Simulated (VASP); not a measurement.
Wanted: the native input for a VASP 6.6.1 run.

```
Task                   : single point
Functional             : PBE
Potentials or basis    : VASP PAW PBE potentials, release 64 (Na_pv, Cl)
Cutoff                 : 520 eV
k mesh                 : 5 × 5 × 1
Occupations            : methfessel-paxton, width 0.05 eV
Spin                   : no spin polarisation
Dipole correction      : yes
Further INCAR settings : ALGO = Fast; EDIFF = 1e-06; NBANDS = 22
```

The structure of NaCl lies in POSCAR:

```
NaCl
1.0
    3.9739400000      0.0000000000      0.0000000000
    1.9869700000      3.4415329931      0.0000000000
    0.0000000000      0.0000000000     20.8670626342
Na Cl
2 2
Direct
    0.0000000000      0.0000000000      0.3833793064
    0.3333333333      0.3333333333      0.5388735645
    0.6666666667      0.6666666667      0.4611264355
    0.0000000000      1.0000000000      0.6166206936
```

The input as run:

INCAR

```
SYSTEM = NaCl
ALGO = Fast
DIPOL = 0.5 0.5 0.500
EDIFF = 1E-6
ENCUT = 520
GGA = PE
IDIPOL = 3
ISIF = 2
ISMEAR = 1
LASPH = .True.
LCHARG = .False.
LDIPOL = .True.
LREAL = .False.
LWAVE = .False.
NBANDS = 22
NELM = 100
PREC = Accurate
SIGMA = 0.05
```

KPOINTS

```
k-points
0
Gamma
  5 5 1
  0 0 0
```

Potentials or basis: VASP PAW PBE potentials, release 64 (Na_pv, Cl).

Command:

```bash
$ cat potpaw_PBE.64/Na_pv/POTCAR potpaw_PBE.64/Cl/POTCAR > POTCAR
$ mpirun -np 1 vasp_std > vasp.out
```

Results of the run:

- Largest force: 1.103 eV/Å
- Band gap on the k mesh: none (metal or under the smearing width)

Caveat: the k mesh is coarse (spacing up to 0.37 Å⁻¹), so the values aren't converged.

It took 96 s on 1 thread of Intel(R) Xeon(R) Platinum 8375C CPU @ 2.90GHz (Ice Lake), on a shared host, peak memory 0.37 GiB.
